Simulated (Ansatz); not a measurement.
A run of Ansatz 0.2.0 is set up as follows.

File input.yaml:

```yaml
crystal:
  lattice:
    - [2.9916, 0.0, 0.0]
    - [0.0, 2.9916, 0.0]
    - [0.0, 0.0, 2.9916]
  atoms:
    - { symbol: Ru, position: [0.5, 0.5, 0.5] }
    - { symbol: Al, position: [0.0, 0.0, 0.0] }
hamiltonian:
  xc: pbesol
  pseudopotentials: { kind: paw }
kpoints:
  mp_grid: { grid: [9, 9, 9] }
scf:
  occupations: { method: fermi_dirac, width: 0.05 }
output:
  forces: true
  stress: true
  eigenvalues: true
relax:
  f_tol: 0.01
  max_steps: 40
  cell: { stress_tol: 0.05, p_target: 2.0 }
```

Potentials or basis: Ansatz PAW.

Launch:

```console
$ ansatz run input.yaml --threads 2 --pin off --max-ram 5632MiB --backend cpu --events-out ev --progress --plain --runs-dir out
```

What does it give for the space group after relaxing (to 0.05 Å)?

Pm-3m (No. 221).

What does it give for the relaxed volume?

13.06 Å³/atom.

What does it give for the relaxed cell?

a = 2.967 Å, b = 2.967 Å, c = 2.967 Å, α = 90.00°, β = 90.00°, γ = 90.00°.

Step by step:
```
step  energy change (eV)  largest force (eV/Å)  volume (Å³)
   1              0.0000                0.0000        26.77
   2              0.0001                0.0000        25.94
   3             -0.0032                0.0000        26.13
   4             -0.0031                0.0000        26.12
   5             -0.0029                0.0000        26.12
```

Caveat: the plane-wave basis is chosen anew once the cell has moved, so the energies of steps on either side of that aren't comparable; the PAW data sets come from PBE, with cores solved anew for the run's functional, which leaves a small shift of forces and pressure.
